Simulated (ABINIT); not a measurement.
A run of ABINIT 10.8.3 (patched build):

File run.abi:

```
pp_dirpath "./"
pseudos "As.GGA_PBE-JTH.xml"

acell 3*1.0
rprim
     3.4487501774   -10.3934936854     0.0000000000
     3.4487501774    10.3934936854     0.0000000000
     0.0000000000     0.0000000000     8.4470757771
ntypat 1
znucl 33
natom 4
typat 1 1 1 1
xred
     0.3753660000     0.6033550000     0.5586570000
     0.8865400000     0.1052810000     0.9396570000
     0.6182930000     0.3925030000     0.4395750000
     0.1142740000     0.8924760000     0.0569400000
chkprim 0
chksymtnons 0
tolsym 1.0e-6

ecut 15.0
pawecutdg 30.0
pawxcdev 0

kptopt 1
ngkpt 8 8 6
nshiftk 1
shiftk 0.0 0.0 0.0

ixc -116133

nband 36
occopt 3
tsmear 0.00183747

nstep 100
tolvrs 1.0e-9

iomode 3
prtwf 0
prtden 0
prteig 0
prtebands 0
enunit 2
```

Potentials or basis: JTH PAW PBE v2.0.

The run is started by

```bash
$ abinit run.abi > log 2>&1
```

Hardware: 1 thread of Intel(R) Xeon(R) 6975P-C (Granite Rapids), on a shared host.

Problem. Estimate the wall time of this run.

Solution. Run time: 11 min on 1 thread of Intel(R) Xeon(R) 6975P-C (Granite Rapids), on a shared host, peak memory 0.38 GiB. Counts: scf iterations 28, mpi ranks 1, k points 196, bands 36, plane waves 1700.
